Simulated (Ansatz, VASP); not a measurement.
**One calculation of Sb, two programs**

Contents of INCAR:

```
SYSTEM = Sb
  PREC = Accurate
  ENCUT = 520
  EDIFF = 1E-6
  ISMEAR = -1
  SIGMA = 0.05
  LREAL = .False.
  LASPH = .True.
  NELM = 80
  ALGO = Normal
  ISIF = 2
  LWAVE = .False.
  LCHARG = .False.
  GGA = PS
  NBANDS = 8
```

KPOINTS

```
Automatic mesh
0
Gamma
  10 10 10
  0 0 0
```

POSCAR

```
Sb
1.0
   -1.9116750000      1.8985960000      1.9109740000
    1.8664480000     -1.9242180000      1.8913690000
    1.8258330000      1.8383760000     -1.9365960000
Sb
1
Direct
    0.0066800000      0.0021220000      0.0177370000
```

File input.yaml:

```yaml
crystal:
  lattice:
    - [-1.911675, 1.898596, 1.910974]
    - [1.866448, -1.924218, 1.891369]
    - [1.825833, 1.838376, -1.936596]
  atoms:
    - { symbol: Sb, position: [0.00668, 0.002122, 0.017737] }
kpoints:
  mp_grid: { grid: [10, 10, 10] }
scf:
  occupations: { method: fermi_dirac, width: 0.05 }
hamiltonian:
  xc: pbesol
  pseudopotentials: { kind: all_electron, lapw: { basis_error: 0.001 } }
output:
  forces: true
  stress: true
  eigenvalues: true
  populations: true
```

Change from the starting cell: cell strained at random at fixed volume.

Alike in both runs: task single point; functional PBEsol; k mesh 10 × 10 × 10; occupations fermi-dirac, width 0.05 eV; no spin polarisation.

|  | VASP | Ansatz |
| --- | --- | --- |
| version | VASP 6.6.1 | Ansatz 0.2.0 |
| potentials or method | VASP PAW PBE potentials, release 64 (Sb) | all-electron LAPW, scalar-relativistic |
| plane-wave cutoff (eV) | 520 | see its input |

```csv
,VASP,Ansatz,Ansatz less VASP
gap on the k mesh at the Fermi level (eV),none,none,-
pressure (GPa),-0.2,-0.2,+0.01
largest component of the traceless stress (GPa),0.99,0.99,+0.001
```

A gap of «none» marks a metal or a gap that the smearing closes. Ansatz ran all-electron here, so the differences hold the error of VASP's frozen core and of both bases.

Caveats: the PAW data sets were made with another functional, which shifts forces and pressure a little (VASP). Spin-orbit coupling is left out, which matters for the levels of Sb.
